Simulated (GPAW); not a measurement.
Here is a GPAW 26.7.0 calculation.

File run.py:

```python
from ase import Atoms
from ase.dft.bandgap import bandgap
from ase.io import write
from gpaw import GPAW, PW

atoms = Atoms(['Mo', 'Mo', 'S', 'S', 'S', 'S'],
              cell=[[3.169, 0.0, 0.0],
                    [-1.5845, 2.7444345046, 0.0],
                    [0.0, 0.0, 12.324]],
              scaled_positions=[[0.6666666667, 0.3333333333, 0.75],
                                [0.3333333333, 0.6666666667, 0.25],
                                [0.6666666667, 0.3333333333, 0.377],
                                [0.3333333333, 0.6666666667, 0.877],
                                [0.6666666667, 0.3333333333, 0.123],
                                [0.3333333333, 0.6666666667, 0.623]],
              pbc=True)

calc = GPAW(mode=PW(600),
            xc='TB09',
            kpts={'size': (6, 6, 2), 'gamma': True},
            occupations={'name': 'fermi-dirac', 'width': 0.05},
            nbands=46,
            convergence={'density': 1e-05, 'energy': 1e-05},
            eigensolver='cg',
            maxiter=150,
            txt='gpaw.txt')
atoms.calc = calc
energy = atoms.get_potential_energy()
calc.write('gs.gpw')
write('result.traj', atoms)
print('Fermi level:', round(calc.get_fermi_level(), 4), 'eV')
print(f'Gap: {bandgap(calc)[0]:.4f} eV, direct: {bandgap(calc, direct=True)[0]:.4f} eV')
```

Potentials or basis: GPAW PAW data sets for LDA (gpaw-data 1.2.1), pw.

Run with:

```bash
$ OMP_NUM_THREADS=1 python run.py
```

(1) Predict the band gap on the k mesh.

Results:

(1) 1.12 eV, indirect (least direct gap 1.68 eV).

Caveat: a model potential gives levels but no total energy.

**The experiment to reproduce.**

From “Multiwavelength excitation Raman Scattering Analysis of bulk and 2 dimensional MoS2: Vibrational properties of atomically thin MoS2 layers”, 2015, arxiv:1506.03228, for a bulk crystal of MoS2 at 300 K: band gap 1.3 eV (indirect).

Measured gap of MoS2: 1.3 eV (indirect; 300 K; “Multiwavelength excitation Raman Scattering Analysis of bulk and 2 dimensional MoS2: Vibrational properties of atomically thin MoS2 layers”, 2015, arxiv:1506.03228). This calculation gives 1.12 eV (-0.18 eV). Spin-orbit coupling on Mo is left out. The value is that of TB-mBJ on a finite k mesh, which can miss the band edges, without temperature or zero-point motion.
